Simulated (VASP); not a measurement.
TiO2 (Rutile): dielectric tensor with PBEsol

TiO2 (Rutile):

```
Ti O
1.0
     4.59271    0.00000    0.00000
     0.00000    4.59271    0.00000
     0.00000    0.00000    2.94174
Ti O
2 4
Direct
  0.00000 0.00000 0.00000
  0.50000 0.50000 0.50000
  0.30432 0.30432 0.00000
  0.19568 0.80432 0.50000
  0.69568 0.69568 0.00000
  0.80432 0.19568 0.50000
```

* Program: VASP 6.6.1
* Task: dielectric tensor
* Functional: PBEsol
* Potentials or basis: VASP PAW PBE potentials, release 64 (Ti_sv, O)
* Cutoff: 600 eV
* k mesh: 8 × 8 × 12
* Occupations: gaussian, width 0.03 eV
* Spin: no spin polarisation
* Monkhorst-Pack mesh: yes
* Further INCAR settings: ALGO = Normal; EDIFF = 1e-08

```yaml
Electronic_dielectric_tensor_diagonal: 7.47, 7.47, 8.92
Born_charges_mean_of_the_diagonal: Ti +6.76; O -3.38 e
```

Levels at points of the mesh, in eV from the valence-band top:
| k point | band 21 | band 22 | band 23 | band 24 | band 25 | band 26 | band 27 | band 28 |
| --- | --- | --- | --- | --- | --- | --- | --- | --- |
| (0.06, 0.06, 0.04) | -0.82 | -0.60 | -0.51 | 0.00 | 1.95 | 2.24 | 2.47 | 2.58 |

Electronic dielectric tensor:
```
7.47 0.00 0.00
0.00 7.47 0.00
0.00 0.00 8.92
```

Born effective charge tensors (e):
atom 1, Ti
```
6.30 1.02 0.00
1.02 6.30 0.00
0.00 0.00 7.70
```
atom 2, Ti
```
 6.30 -1.02  0.00
-1.02  6.30  0.00
 0.00  0.00  7.70
```
atom 3, O
```
-3.15 -1.80  0.00
-1.80 -3.15  0.00
 0.00  0.00 -3.85
```
atom 4, O
```
-3.15  1.80  0.00
 1.80 -3.15  0.00
 0.00  0.00 -3.85
```
atom 5, O
```
-3.15 -1.80  0.00
-1.80 -3.15  0.00
 0.00  0.00 -3.85
```
atom 6, O
```
-3.15  1.80  0.00
 1.80 -3.15  0.00
 0.00  0.00 -3.85
```

Run time: 20 min on 2 MPI ranks on Intel(R) Xeon(R) Platinum 8488C (Sapphire Rapids), on a shared host, peak memory 0.57 GiB a rank.
